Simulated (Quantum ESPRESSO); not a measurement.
## Au: equation of state with PBE

Crystal: Au.

```
CELL_PARAMETERS angstrom
2.90000 0.00000 0.00000
-1.45000 2.51147 0.00000
0.00000 0.00000 4.88000
ATOMIC_POSITIONS crystal
Au 0.66667 0.33333 0.25000
Au 0.33333 0.66667 0.75000
```

This isn't the form of Au at room conditions, which is fcc.

* Program: Quantum ESPRESSO 7.5
* Task: equation of state
* Functional: PBE
* Potentials or basis: SSSP 1.3 efficiency PBE
* Cutoff: 816 eV
* Density cutoff: 3265 eV
* k mesh: 11 × 11 × 6
* Occupations: fermi-dirac, width 0.05 eV
* Spin: no spin polarisation

The equilibrium volume is 17.91 Å³/atom and the bulk modulus at fixed shape and positions is 141 GPa. The pressure derivative of the bulk modulus is 5.7.

Energy against volume, from the lowest point:
| volume (Å³/atom) | energy (meV/atom) |
| --- | --- |
| 16.705 | 41.05 |
| 17.060 | 19.22 |
| 17.416 | 5.88 |
| 17.771 | 0.00 |
| 18.127 | 0.66 |
| 18.482 | 7.04 |
| 18.837 | 18.41 |

All runs of the series together: 5.1 min on 1 thread of Arm Neoverse V1, on a shared host.

Caveat: the cell was scaled at fixed shape and fractional positions, which overstates the stiffness of a crystal with free parameters, most of all of layers and chains. The run has no spin-orbit coupling, so splittings on Au are missing.
